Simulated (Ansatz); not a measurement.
# BaTiO3 (P1) in Ansatz: further runs

The runs below take BaTiO3 through band structure, with PBE+U.

Everything below comes from runs of Ansatz 0.2.0. Logs are shortened: lines on timing, memory, paths and dates and some standing lists are left out, and cuts for length are marked.

## Step 1: The cell of the first run

The typed cell holds 5 atoms: a = 3.753 Å, b = 4.526 Å, c = 3.794 Å, α = 93.52°, β = 80.30°, γ = 98.03°.

## Step 2: Band structure, PBE+U (cell sheared at random, sigma 0.1, atoms nudged by 0.01 Å)

Contents of input.yaml:

```yaml
crystal:
  lattice:
    - [3.72889799, -0.42192545, 0.02236748]
    - [-0.28447333, 3.27547427, 3.11008119]
    - [0.31642704, -2.75370717, 2.58991837]
  atoms:
    - { symbol: Ba, position: [0.00363726, 0.99726942, 0.99850154] }
    - { symbol: Ti, position: [0.50024523, 0.51160785, 0.51018213] }
    - { symbol: O, position: [0.99835421, 0.49281682, 0.49503598] }
    - { symbol: O, position: [0.4999067, 0.50153978, 0.99453815] }
    - { symbol: O, position: [0.4978566, 0.99298613, 0.49796219] }
hamiltonian:
  xc: pbe
  pseudopotentials: { kind: paw }
  hubbard: { sites: [{ species: Ti, l: d, u_eff: 4.0 }] }
kpoints:
  mp_grid: { grid: [7, 6, 7] }
  band_path:
    path:
      - [[0.0, 0.0, 0.5], [0.0, 0.0, 0.0], [0.0, -0.5, 0.0]]
      - [[0.0, -0.5, 0.5], [0.0, 0.0, 0.0], [0.5, 0.0, 0.0]]
      - [[0.5, 0.0, 0.5], [0.0, 0.0, 0.0], [0.5, -0.5, 0.0]]
      - [[0.5, -0.5, 0.5], [0.0, 0.0, 0.0]]
    npoints: 14
scf:
  occupations: { method: fermi_dirac, width: 0.05 }
  n_extra_bands: 12
output:
  forces: true
  stress: true
  eigenvalues: true
  fatbands: true
```

Potentials or basis: Ansatz PAW.

Started as:

```bash
ansatz run input.yaml --threads 2 --pin off --max-ram 5632MiB --backend cpu --events-out ev --progress --plain --runs-dir out
```

Output:

```text
Warning: RAYON_NUM_THREADS=2 ignored (pool sized by the plan → 2); use --threads N
Ba: projections on atomic orbitals take those of the free atom [Kr 4d10] 5s2 5p6 6s2, of charge +0.00 (hamiltonian.pseudopotentials.projection_atoms); the dataset's partial waves leave at most 9.7e-6 of an orbital's norm unspanned inside its sphere
Ti: projections on atomic orbitals take those of the free atom [Ne] 3s2 3p6 3d2 4s2, of charge +0.00 (hamiltonian.pseudopotentials.projection_atoms); the dataset's partial waves leave at most 4.1e-7 of an orbital's norm unspanned inside its sphere
O: projections on atomic orbitals take those of the free atom [He] 2s2 2p4, of charge +0.00 (hamiltonian.pseudopotentials.projection_atoms); the dataset's partial waves leave at most 1.9e-8 of an orbital's norm unspanned inside its sphere
scf.n_extra_bands = 12 over 20 filled bands (N_el = 40.0): the run solves 32 bands
Engine: ansatz 0.2.0, aarch64-unknown-linux-gnu
Pseudopotentials: kind: paw
Pseudopotential: Ba, paw, valence charge 10, recommended cutoff 420 eV (normal), Ba.paw.azcp
Pseudopotential: Ti, paw, valence charge 12, recommended cutoff 420 eV (normal), Ti.paw.azcp
Pseudopotential: O, paw, valence charge 6, recommended cutoff 420 eV (normal), O.paw.azcp
Functional definition: PBE
  parameter kappa = 0.804
  parameter beta = 0.06672455060314922
  exchange = pbe_x(kappa = kappa, mu = beta*pi^2/3)
  correlation = pbe_c(beta = beta)
Crystal: 5 atoms, lattice volume = 62.837 Å³
Basis set: ecut = 420 eV, 1225 PW (Γ), exchange–correlation on 54×64×54 points (8 copies of the dense FFT grid, shifted against one another)
Bands: 32, of which v1, the nominal top of the filled ones, is band 20 counted from 1 (19 counted from 0)
Symmetry: 1 space group operations
Space group: P1 (ITA 1), of the structure as read, at distance tolerance 4.0e-5 Å
k-points: 148 of 294 (time reversal used)
Non-local potential: Ba, projectors of the file, l = 0: 3, l = 1: 2, l = 2: 2, l = 3: 2
Non-local potential: Ti, projectors of the file, l = 0: 3, l = 1: 2, l = 2: 3, l = 3: 1
Non-local potential: O, projectors of the file, l = 0: 2, l = 1: 2, l = 2: 1
PAW form: soft (Blöchl's): semilocal exchange-correlation on the pseudo side does not see the compensation charge
PAW one-centre angular grid: Ba, 194 points (default); XC on 64 Gauss nodes
PAW one-centre angular grid: Ti, 590 points (default); XC on 64 Gauss nodes
PAW one-centre angular grid: O, 110 points (default); XC on 64 Gauss nodes
Initial density: superposition of atomic densities (chi_scale 0.1, normalization cell, long waves of neutral atoms under a Hubbard term (reshape's long-wave potential 0.00 eV rms, cloud 2.81 Å wide))
Initial wavefunctions: pseudopotential atomic-orbital guess
Functional: x = pbe(κ = 0.804, μ = 0.2195149727645171), c = pbe(β = 0.06672455060314922)
SCF iter   1: F=—  HF=-10154.918793 eV  |F-HF|=—  |Δ(HF+E_count)|=         —  Δρ=6.44e-2  dr2=3.87e0  ethr=3.10e-3  ⟨swp⟩=7.9  Hψ=27629  notcnv=0  defer=114
preconditioner: auto → Resta (q_TF=auto, 2.530 Å⁻¹)  ε∞=4.5  [insulator: Δε(μ)=1.540 eV  Ē_g=13.793 eV  σ=0.050 eV  W_gap=1.00  n_scr=18 (ndim 8)  ℏωp=25.7 eV  f_vac=0.000  D(μ)=0.00/eV (n_scr^D=0)  ε∞_Penn≈4.5]
SCF iter   2: F=—  HF=-10154.165648 eV  |F-HF|=—  |Δ(HF+E_count)|=   7.53e-1  Δρ=3.75e-2  dr2=8.64e-1  ethr=3.10e-3  ⟨swp⟩=3.0  Hψ=10190  notcnv=0  defer=976
SCF iter   3: F=—  HF=-10154.031870 eV  |F-HF|=—  |Δ(HF+E_count)|=   1.34e-1  Δρ=1.77e-2  dr2=2.81e-1  ethr=2.16e-3  ⟨swp⟩=2.3  Hψ=6069  notcnv=0  defer=976
SCF iter   4: F=—  HF=-10153.993688 eV  |F-HF|=—  |Δ(HF+E_count)|=   3.82e-2  Δρ=7.26e-3  dr2=3.41e-2  ethr=7.03e-4  ⟨swp⟩=3.0  Hψ=8825  notcnv=0  defer=929
SCF iter   5: F=—  HF=-10153.992491 eV  |F-HF|=—  |Δ(HF+E_count)|=   1.20e-3  Δρ=1.98e-3  dr2=2.42e-3  ethr=8.52e-5  ⟨swp⟩=2.1  Hψ=6335  notcnv=0  defer=911
SCF iter   6: F=—  HF=-10153.992933 eV  |F-HF|=—  |Δ(HF+E_count)|=   4.41e-4  Δρ=1.39e-3  dr2=1.05e-3  ethr=6.06e-6  ⟨swp⟩=2.0  Hψ=7048  notcnv=0  defer=911
SCF iter   7: F=—  HF=-10153.992783 eV  |F-HF|=—  |Δ(HF+E_count)|=   1.49e-4  Δρ=2.68e-4  dr2=5.56e-5  ethr=2.62e-6  ⟨swp⟩=2.0  Hψ=5677  notcnv=0  defer=911
SCF iter   8: F=—  HF=-10153.992797 eV  |F-HF|=—  |Δ(HF+E_count)|=   1.33e-5  Δρ=1.11e-4  dr2=9.82e-6  ethr=1.39e-7  ⟨swp⟩=2.0  Hψ=6671  notcnv=0  defer=911
SCF iter   9: F=—  HF=-10153.992798 eV  |F-HF|=—  |Δ(HF+E_count)|=   9.11e-7  Δρ=3.75e-5  dr2=8.75e-7  ethr=2.46e-8  ⟨swp⟩=2.4  Hψ=6577  notcnv=0  defer=911
SCF iter  10: F=—  HF=-10153.992798 eV  |F-HF|=—  |Δ(HF+E_count)|=   2.05e-7  Δρ=2.68e-5  dr2=4.14e-7  ethr=2.19e-9  ⟨swp⟩=2.0  Hψ=6092  notcnv=0  defer=911
SCF iter  11: F=-10153.992798 eV  HF=-10153.992798 eV  |F-HF|=8.00e-11  |Δ(HF+E_count)|=   5.23e-8  Δρ=3.57e-6  dr2=8.40e-9  ethr=2.50e-10  ⟨swp⟩=12.0  Hψ=29646  notcnv=0
SCF 1 converged in 11 iterations: F = -10153.992798 eV  dr2 = 8.40e-9
NSCF: frozen V_eff on 102 k-points
SCF converged after 11 iterations
Free energy (F): -10153.992798 eV
Harris-Foulkes:  -10153.992798 eV  (|F-HF|=8.00e-11)
Internal energy: -10153.992797 eV  (E = F + TS)
E sigma→0 (E₀):  -10153.992798 eV
Entropy (-TS):   -0.000001 eV (-0.000 meV/atom)
Fermi energy:    12.265714 eV
--- Per-component energies (eV) ---
  E_band       = -128.403078
  E_kinetic    = 978.180178
  E_local      = -2112.874875  (includes V_loc(G=0)·N_el)
  E_nonlocal   = 203.811623
  E_hartree    = 829.184885
  E_xc         = -493.457151
  E_vxc        = -548.804624  (∫ρ·V_xc dr)
  E_hubbard    = 3.396272  (on-site DFT+U / exact-exchange correction)
  E_vhub       = 2.335390  (the Hubbard potential's part of the band-sum identity)
  E_paw        = -6745.188676  (= ΣΔE_a)
  E_vpaw       = -309.428775  (= ΣTr[D̂ρ^β])
  E_aug_tail   = 0.007455  (compensation charges beyond the density's cutoff)
  E_ewald      = -2817.052509
  E_smearing   = -0.000001  (= −TS)
  E_closure    = -0.000000  (closes the sum)
  Σ components = -10153.992798   (vs F -10153.992798, Δ=0.00e0)
--- Forces (eV/Å), atoms counted from 1 ---
  atom   1  Ba    -0.04221154     0.06947335     0.33564066
  atom   2  Ti    -0.18237005     0.53833127     0.04356475
  atom   3  O      0.12569109     0.01858381    -0.14648627
  atom   4  O     -0.08934226    -0.15933318     0.15596723
  atom   5  O      0.18823390    -0.46704567    -0.38868812
  max |Σ_I F_I| component: 9.57e-6 eV/Å
--- Stress (GPa, compression-positive) ---
       31.089596      26.187726      -6.966650
       26.187726       7.599206     -16.351071
       -6.966650     -16.351071      17.575253
  P = ⅓ Tr σ = 18.7547 GPa (187.547 kbar)
--- Band table (eV; the first three rows and the last of 148) ---
  k-point 0: bands = ["-46.7070", "-22.9977", "-22.9476", "-22.8527", "-13.8403", "-6.5610", "-5.5884", "-4.8202", "0.4924", "0.7545", "1.4602", "7.7265", "8.4437", "8.8080", "9.3877", "9.5674", "9.8753", "10.7261", "10.9771", "11.6048", "12.7516", "13.0656", "13.2706", "13.9861", "15.2215", "15.5635", "16.9249", "17.8452", "19.3932", "19.6097", "21.1157", "21.8314"]
  k-point 1: bands = ["-46.7067", "-22.9977", "-22.9585", "-22.8569", "-13.8006", "-6.4890", "-5.5699", "-4.9539", "0.5536", "0.9977", "1.4225", "7.6263", "8.1529", "8.6440", "9.1587", "9.3356", "9.6735", "10.4725", "10.6191", "11.1976", "12.9746", "13.3819", "13.6308", "14.0781", "15.7188", "16.0196", "17.3299", "18.2243", "19.4433", "19.6383", "21.5479", "21.8290"]
  k-point 2: bands = ["-46.7057", "-23.0027", "-22.9813", "-22.8629", "-13.7087", "-6.4011", "-5.4812", "-5.1858", "0.6856", "1.3341", "1.5759", "6.9319", "7.7761", "8.3955", "8.7922", "9.0002", "9.3214", "9.6262", "10.0912", "10.7200", "13.1948", "14.0554", "14.2583", "14.4533", "16.6360", "17.0330", "18.0890", "19.1408", "19.5545", "19.8642", "21.7425", "22.0733"]
  k-point 147: bands = ["-46.7041", "-23.0397", "-22.9569", "-22.9027", "-13.5798", "-6.2080", "-5.5352", "-5.1654", "0.8997", "1.0374", "1.9633", "6.1339", "7.5216", "7.8950", "8.0757", "8.2113", "9.1516", "9.3743", "9.8489", "10.1723", "13.7242", "14.7093", "15.0568", "15.1501", "17.6220", "18.4478", "18.4948", "19.6414", "20.2514", "20.8963", "21.5014", "21.8804"]
Occupation matrices written to <dir>
```

It took 38 s on 2 threads of Arm Neoverse V1, shared host; peak memory 0.66 GiB.

Results:

| Quantity | Value |
| --- | --- |
| Free energy | -10153.9928 eV |
| Pressure | 18.8 GPa |
| Largest force | 0.636 eV/Å |
| Band gap on the k mesh | 1.07 eV, indirect (least direct gap 1.15 eV) |
| Band gap along the path | 1.06 eV, indirect (least direct gap 1.15 eV) |

Forces in eV/Å, atoms in the order of the input:
```
Ba  -0.042  0.069  0.336
Ti  -0.182  0.538  0.044
O    0.126  0.019 -0.146
O   -0.089 -0.159  0.156
O    0.188 -0.467 -0.389
```

Stress tensor (GPa, compression positive):
```
 31.09  26.19  -6.97
 26.19   7.60 -16.35
 -6.97 -16.35  17.58
```

Levels at the corners of the path, in eV from the valence-band top:
| point | band 18 | band 19 | band 20 | band 21 | band 22 | band 23 |
| --- | --- | --- | --- | --- | --- | --- |
| X | -2.64 | -2.28 | -1.10 | 1.63 | 2.48 | 3.27 |
| Γ | -0.97 | -0.72 | -0.09 | 1.06 | 1.37 | 1.57 |
| Y | -2.02 | -0.63 | -0.45 | 1.56 | 2.05 | 2.26 |
| L | -2.31 | -2.11 | -1.49 | 2.00 | 3.19 | 3.39 |
| Γ | -0.97 | -0.72 | -0.09 | 1.06 | 1.37 | 1.57 |
| Z | -2.63 | -2.10 | -1.50 | 1.61 | 2.42 | 3.40 |
| N | -1.21 | -0.16 | -0.10 | 2.63 | 3.19 | 3.54 |
| Γ | -0.97 | -0.72 | -0.09 | 1.06 | 1.37 | 1.57 |
| M | -2.32 | -2.00 | -1.30 | 2.11 | 3.30 | 3.38 |
| R | -0.85 | -0.27 | 0.00 | 3.32 | 3.63 | 3.93 |
| Γ | -0.97 | -0.72 | -0.09 | 1.06 | 1.37 | 1.57 |

Eigenvalues of the final occupation matrices:
| site | spin | trace | eigenvalues |
| --- | --- | --- | --- |
| site 1 | 1 | 1.11 | 0.16 0.17 0.20 0.26 0.32 |

Caveat: the pressure holds a Pulay correction of +0.6 GPa for the finite cutoff; spin-orbit coupling is left out, which moves the levels of the heavy elements.

## Step 3: Band structure, PBE+U (cell sheared at random, sigma 0.1, atoms nudged by 0.01 Å)

input.yaml, as its differences from that of step 2:

```diff
@@ -14,3 +14,3 @@
   pseudopotentials: { kind: paw }
-  hubbard: { sites: [{ species: Ti, l: d, u_eff: 4.0 }] }
+  hubbard: { sites: [{ species: Ti, l: d, u_eff: 5.0 }] }
 kpoints:
@@ -31,2 +31,6 @@
   eigenvalues: true
-  fatbands: true
+  fatbands: false
+  write_density: true
+  write_potential: true
+  elf: true
+  volumetric_format: npy
```

Potentials or basis: Ansatz PAW.

Started as:

```bash
ansatz run input.yaml --threads 2 --pin off --max-ram 5632MiB --backend cpu --events-out ev --progress --plain --runs-dir out
```

Wall time 36 s (2 threads of Arm Neoverse V1, shared host); peak memory 0.67 GiB.

The run converged. Its results:

| Property | Result |
| --- | --- |
| Free energy | -10153.1512 eV |
| Pressure | 19.2 GPa |
| Largest force | 0.613 eV/Å |
| Band gap on the k mesh | 1.21 eV, indirect (least direct gap 1.28 eV) |
| Band gap along the path | 1.19 eV, indirect (least direct gap 1.28 eV) |

Forces in eV/Å, atoms in the order of the input:
```
Ba  -0.043  0.069  0.341
Ti  -0.187  0.549 -0.018
O    0.129  0.020 -0.138
O   -0.086 -0.188  0.187
O    0.187 -0.451 -0.371
```

Stress tensor (GPa, compression positive):
```
 31.53  26.23  -6.95
 26.23   8.01 -16.43
 -6.95 -16.43  17.94
```

Levels at the corners of the path, in eV from the valence-band top:
```tsv
point	band 18	band 19	band 20	band 21	band 22	band 23
X	-2.64	-2.30	-1.11	1.76	2.47	3.32
Γ	-0.98	-0.72	-0.09	1.19	1.49	1.68
Y	-2.01	-0.62	-0.46	1.66	2.16	2.36
L	-2.31	-2.12	-1.49	2.11	3.24	3.45
Γ	-0.98	-0.72	-0.09	1.19	1.49	1.68
Z	-2.64	-2.12	-1.51	1.75	2.41	3.44
N	-1.22	-0.16	-0.10	2.62	3.27	3.59
Γ	-0.98	-0.72	-0.09	1.19	1.49	1.68
M	-2.33	-2.00	-1.30	2.22	3.35	3.42
R	-0.85	-0.27	0.00	3.39	3.68	3.94
Γ	-0.98	-0.72	-0.09	1.19	1.49	1.68
```

Eigenvalues of the final occupation matrices:
```csv
site,spin,trace,eigenvalues
site 1,1,1.09,0.15 0.16 0.20 0.25 0.32
```

Caveat: the pressure holds a Pulay correction of +0.6 GPa for the finite cutoff; spin-orbit coupling is left out, which moves the levels of the heavy elements.

## Step 4: Band structure, PBE+U (cell sheared at random, sigma 0.1, atoms nudged by 0.01 Å)

input.yaml, as its differences from that of step 3:

```diff
@@ -14,3 +14,3 @@
   pseudopotentials: { kind: paw }
-  hubbard: { sites: [{ species: Ti, l: d, u_eff: 5.0 }] }
+  hubbard: { sites: [{ species: Ti, l: d, u_eff: 6.0 }] }
 kpoints:
@@ -32,5 +32 @@
   fatbands: false
-  write_density: true
-  write_potential: true
-  elf: true
-  volumetric_format: npy
```

Started as:

```bash
ansatz run input.yaml --threads 2 --pin off --max-ram 5632MiB --backend cpu --events-out ev --progress --plain --runs-dir out
```

Run time: 35 s. Hardware: 2 threads of Arm Neoverse V1, shared host; peak memory 0.66 GiB.

It converged, with:

| Property | Result |
| --- | --- |
| Free energy | -10152.3250 eV |
| Pressure | 19.6 GPa |
| Largest force | 0.599 eV/Å |
| Band gap on the k mesh | 1.36 eV, indirect (least direct gap 1.43 eV) |
| Band gap along the path | 1.34 eV, indirect (least direct gap 1.43 eV) |

Forces on the atoms (eV/Å):
```
Ba  -0.043  0.069  0.346
Ti  -0.192  0.562 -0.081
O    0.132  0.022 -0.131
O   -0.082 -0.218  0.219
O    0.185 -0.434 -0.353
```

Stress tensor (GPa, compression positive):
```
 32.00  26.26  -6.93
 26.26   8.45 -16.53
 -6.93 -16.53  18.32
```

Levels at the corners of the path, in eV from the valence-band top:
| point | band 17 | band 18 | band 19 | band 20 | band 21 | band 22 | band 23 | band 24 |
| --- | --- | --- | --- | --- | --- | --- | --- | --- |
| X | -2.77 | -2.63 | -2.32 | -1.12 | 1.90 | 2.46 | 3.37 | 3.56 |
| Γ | -1.85 | -0.98 | -0.73 | -0.09 | 1.34 | 1.62 | 1.80 | 2.28 |
| Y | -2.24 | -1.99 | -0.61 | -0.47 | 1.77 | 2.29 | 2.47 | 3.43 |
| L | -2.67 | -2.32 | -2.13 | -1.49 | 2.23 | 3.30 | 3.51 | 3.96 |
| Γ | -1.85 | -0.98 | -0.73 | -0.09 | 1.34 | 1.62 | 1.80 | 2.28 |
| Z | -2.92 | -2.65 | -2.15 | -1.52 | 1.90 | 2.39 | 3.48 | 3.61 |
| N | -2.68 | -1.23 | -0.15 | -0.11 | 2.62 | 3.36 | 3.65 | 3.89 |
| Γ | -1.85 | -0.98 | -0.73 | -0.09 | 1.34 | 1.62 | 1.80 | 2.28 |
| M | -2.77 | -2.34 | -2.01 | -1.30 | 2.35 | 3.40 | 3.46 | 3.93 |
| R | -2.56 | -0.85 | -0.27 | 0.00 | 3.47 | 3.74 | 3.96 | 4.78 |
| Γ | -1.85 | -0.98 | -0.73 | -0.09 | 1.34 | 1.62 | 1.80 | 2.28 |

Eigenvalues of the final occupation matrices:
```tsv
site	spin	trace	eigenvalues
site 1	1	1.07	0.15 0.16 0.19 0.25 0.32
```

Caveat: the pressure holds a Pulay correction of +0.6 GPa for the finite cutoff; spin-orbit coupling is left out, which moves the levels of the heavy elements.

## Step 5: Band structure, PBE+U (cell sheared at random, sigma 0.1, atoms nudged by 0.01 Å)

input.yaml, as its differences from that of step 4:

```diff
@@ -14,3 +14,3 @@
   pseudopotentials: { kind: paw }
-  hubbard: { sites: [{ species: Ti, l: d, u_eff: 6.0 }] }
+  hubbard: { sites: [{ species: Ti, l: d, u_eff: 8.0 }] }
 kpoints:
```

Started as:

```bash
ansatz run input.yaml --threads 2 --pin off --max-ram 5632MiB --backend cpu --events-out ev --progress --plain --runs-dir out
```

Run time: 37 s. Hardware: 2 threads of Arm Neoverse V1, shared host; peak memory 0.66 GiB.

The run converged. Its results:

| Quantity | Value |
| --- | --- |
| Free energy | -10150.7221 eV |
| Pressure | 20.5 GPa |
| Largest force | 0.661 eV/Å |
| Band gap on the k mesh | 1.65 eV, indirect (least direct gap 1.72 eV) |
| Band gap along the path | 1.63 eV, indirect (least direct gap 1.72 eV) |

Forces in eV/Å, atoms in the order of the input:
```
Ba  -0.045  0.069  0.357
Ti  -0.199  0.593 -0.213
O    0.137  0.023 -0.116
O   -0.074 -0.285  0.288
O    0.181 -0.400 -0.317
```

Stress tensor (GPa, compression positive):
```
 33.07  26.30  -6.87
 26.30   9.41 -16.75
 -6.87 -16.75  19.15
```

Levels at the corners of the path, in eV from the valence-band top:
```tsv
point	band 16	band 17	band 18	band 19	band 20	band 21	band 22	band 23	band 24	band 25
X	-2.90	-2.75	-2.61	-2.37	-1.14	2.18	2.47	3.52	3.74	5.12
Γ	-2.14	-1.88	-0.99	-0.74	-0.09	1.63	1.92	2.01	2.38	3.09
Y	-2.69	-2.29	-1.97	-0.59	-0.48	2.02	2.58	2.73	3.19	4.03
L	-2.84	-2.74	-2.34	-2.14	-1.48	2.51	3.45	3.66	3.83	5.78
Γ	-2.14	-1.88	-0.99	-0.74	-0.09	1.63	1.92	2.01	2.38	3.09
Z	-2.99	-2.87	-2.67	-2.19	-1.55	2.24	2.37	3.62	3.79	5.00
N	-3.48	-2.76	-1.24	-0.15	-0.12	2.60	3.58	3.80	3.93	7.32
Γ	-2.14	-1.88	-0.99	-0.74	-0.09	1.63	1.92	2.01	2.38	3.09
M	-2.89	-2.86	-2.35	-2.02	-1.30	2.64	3.53	3.54	3.87	5.77
R	-3.00	-2.48	-0.86	-0.27	0.00	3.65	3.88	4.03	4.71	5.04
Γ	-2.14	-1.88	-0.99	-0.74	-0.09	1.63	1.92	2.01	2.38	3.09
```

Eigenvalues of the final occupation matrices:
| site | spin | trace | eigenvalues |
| --- | --- | --- | --- |
| site 1 | 1 | 1.02 | 0.13 0.14 0.18 0.25 0.33 |

Caveat: the pressure holds a Pulay correction of +0.6 GPa for the finite cutoff; spin-orbit coupling is left out, which moves the levels of the heavy elements.

## Step 6: The runs side by side

| U | gap on the mesh (eV) | pressure (GPa) | largest force (eV/Å) |
| --- | --- | --- | --- |
| Ti d U = 4 eV | 1.07 | 18.8 | 0.64 |
| Ti d U = 5 eV | 1.21 | 19.2 | 0.61 |
| Ti d U = 6 eV | 1.36 | 19.6 | 0.60 |
| Ti d U = 8 eV | 1.65 | 20.5 | 0.66 |

Alike in all rows: task band structure; level PBE+U; potentials or basis Ansatz PAW; no spin polarisation; cell sheared at random, sigma 0.1, atoms nudged by 0.01 Å; k mesh 7 × 6 × 7; cutoff (eV) 420; smearing fermi-dirac 0.05 eV.

Caveats: spin-orbit coupling is left out, which moves the levels of the heavy elements.

Absolute energies hang on the potentials; compare differences alone.
